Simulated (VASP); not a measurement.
# VASP inputs for BaTe (rocksalt)

INCAR

```
LREAL = .FALSE.
EDIFF = 1E-7
NBANDS = 15
IBRION = -1
GGA = PS
NSW = 0
LCHARG = .FALSE.
SIGMA = 0.01
LWAVE = .FALSE.
ISIF = 2
NELM = 120
LASPH = .TRUE.
ISMEAR = 0
PREC = Accurate
ENCUT = 520
```

KPOINTS

```
KPOINTS created by Atomic Simulation Environment
0
Gamma
6 6 6
0 0 0
```

KPOINTS_OPT

```
special points
6
Reciprocal
0.0000000000 0.0000000000 0.0000000000 1
0.5000000000 0.0000000000 0.5000000000 1
0.5000000000 0.2500000000 0.7500000000 1
0.3750000000 0.3750000000 0.7500000000 1
0.5000000000 0.5000000000 0.5000000000 1
0.6250000000 0.2500000000 0.6250000000 1
```

POSCAR

```
Ba Te
 1.0000000000000000
     0.0000000000000000    3.5323868449000000    3.5323868449000000
     3.5323868449000000    0.0000000000000000    3.5323868449000000
     3.5323868449000000    3.5323868449000000    0.0000000000000000
 Ba  Te
   1   1
Cartesian
  0.0000000000000000  0.0000000000000000  0.0000000000000000
  3.5323868449000000  3.5323868449000000  3.5323868449000000
```

VASP ran with the recommended PBE PAW datasets (16 valence electrons in the cell).

**Question.** Predict the results.

**Answer.** gap between bands v and c 1.49 eV; least direct gap 1.88 eV; pressure -1.2 GPa.

Band v is the last that the valence electrons fill when counted band by band, and c is the next. Levels in eV from the top of v:

| point | v−1 | v | c | c+1 |
| --- | --- | --- | --- | --- |
| Γ | 0.00 | 0.00 | 2.65 | 2.88 |
| X | -0.39 | -0.39 | 1.49 | 4.37 |
| W | -0.95 | -0.95 | 3.44 | 3.44 |
| K | -1.07 | -0.76 | 2.52 | 4.89 |
| L | -1.09 | -1.09 | 4.03 | 4.63 |
